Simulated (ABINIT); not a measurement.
The system is As.

```
As
1.0
     1.88080    1.08588    3.51406
    -1.88080    1.08588    3.51406
     0.00000   -2.17176    3.51406
As
2
Direct
  0.22600 0.22600 0.22600
  0.77400 0.77400 0.77400
```

```yaml
Program: ABINIT 10.8.3 (patched build)
Task: relaxation of cell and atoms
Functional: PBEsol
Potentials_or_basis: JTH PAW PBE v2.0
Cutoff: 408 eV
k_mesh: 9 × 9 × 9
Occupations: fermi-dirac, width 0.05 eV
Spin: no spin polarisation
```

At the start: pressure 0.4 GPa; volume 21.53 Å³/atom.

Where does the relaxation end?

Over 12 steps the energy falls by 9.7 meV/atom and the volume is 20.88 Å³/atom (-3.0 %); space group R-3m (No. 166, to 0.05 Å).

The path:
| step | energy change (eV) | largest force (eV/Å) | pressure (GPa) | volume (Å³) |
| --- | --- | --- | --- | --- |
| 1 | 0.0000 | 0.3934 | 0.38 | 43.06 |
| 2 | -0.0030 | 0.3146 | 0.07 | 43.11 |
| 3 | -0.0092 | 0.0318 | -0.88 | 43.17 |
| 4 | -0.0103 | 0.0130 | -0.90 | 43.06 |
| 5 | -0.0141 | 0.1080 | -0.52 | 42.42 |
| 6 | -0.0159 | 0.1059 | 0.02 | 41.91 |
| 7 | -0.0170 | 0.0648 | 0.42 | 41.63 |
| 8 | -0.0180 | 0.0074 | 0.61 | 41.52 |
| 9 | -0.0188 | 0.0365 | 0.51 | 41.58 |
| 10 | -0.0192 | 0.0356 | 0.24 | 41.69 |
| 11 | -0.0193 | 0.0129 | 0.04 | 41.76 |
| 12 | -0.0193 | 0.0017 | 0.00 | 41.77 |

Final structure:
```
As
1.0
     1.89322    1.09305    3.36389
    -1.89322    1.09305    3.36389
     0.00000   -2.18610    3.36389
As
2
Direct
  0.23012 0.23012 0.23012
  0.76988 0.76988 0.76988
```

Caveat: the PAW data sets were made with another functional, which shifts forces and pressure a little.
